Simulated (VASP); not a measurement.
# CdSe: single point with PBE

The system is CdSe.

```
Cd Se
1.0
     0.00000    3.15918    3.15918
     3.15918    0.00000    3.15918
     3.15918    3.15918    0.00000
Cd Se
1 1
Direct
  0.00000 0.00000 0.00000
  0.75000 0.75000 0.75000
```

Measurements of this composition are mostly on another form, of space group No. 186.

```yaml
Program: VASP 6.6.1
Task: single point
Functional: PBE
Potentials_or_basis: VASP PAW PBE potentials, release 64 (Cd, Se)
Cutoff: 520 eV
k_mesh: 10 × 10 × 10
Occupations: gaussian, width 0.02 eV
Spin: no spin polarisation
Dipole_correction: no
Further_INCAR_settings: ALGO = Fast; EDIFF = 1e-06; NBANDS = 16
```

```yaml
Pressure: -2.1 GPa
Band_gap_on_the_k_mesh: 0.37 eV, direct
```

Levels at points of the mesh, in eV from the valence-band top:
| k point | band 5 | band 6 | band 7 | band 8 | band 9 | band 10 | band 11 | band 12 | band 13 | band 14 |
| --- | --- | --- | --- | --- | --- | --- | --- | --- | --- | --- |
| (0.00, 0.00, 0.00) | -7.35 | -7.35 | 0.00 | 0.00 | 0.00 | 0.37 | 5.91 | 5.91 | 5.91 | 9.32 |
| (0.50, 0.00, 0.00) | -7.34 | -7.14 | -3.77 | -0.60 | -0.60 | 2.23 | 6.39 | 6.39 | 7.06 | 9.74 |
| (0.50, 0.50, 0.00) | -7.31 | -7.09 | -3.59 | -1.50 | -1.50 | 3.33 | 3.60 | 8.61 | 9.54 | 9.54 |

Run time: 62 s on 1 thread of Intel(R) Xeon(R) Platinum 8375C CPU @ 2.90GHz (Ice Lake), on a shared host, peak memory 0.23 GiB.
